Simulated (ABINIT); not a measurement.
SnO2 (Cassiterite):

```xyz
6
Lattice="4.7380 0.0000 0.0000 0.0000 4.7380 0.0000 0.0000 0.0000 3.1865" Properties=species:S:1:pos:R:3 pbc="T T T"
Sn    2.3690    2.3690    1.5933
Sn    0.0000    0.0000    0.0000
O     3.8240    0.9140    1.5933
O     3.2830    3.2830    0.0000
O     0.9140    3.8240    1.5933
O     1.4550    1.4550    0.0000
```

Base run:

- Program: ABINIT 10.8.3 (patched build)
- Functional: PBE
- Potentials or basis: Ansatz NC PBE
- Cutoff: 1252 eV
- k mesh: 5 × 5 × 6
- Occupations: fermi-dirac, width 0.05 eV
- Spin: no spin polarisation

Its results: band gap on the k mesh 1.28 eV, direct; pressure 11.2 GPa; largest force 0.278 eV/Å.

Problem. The run is repeated on the same cell with these changes: potentials or basis from Ansatz NC PBE to PseudoDojo NC SR PBE v0.4.1 standard; cutoff from 1252 eV to 1143 eV. What comes out?

Solution. Band gap on the k mesh 1.27 eV, direct; pressure 12.4 GPa; largest force 0.283 eV/Å.

Caveats: spin-orbit coupling is left out, which moves the levels of the heavy elements.
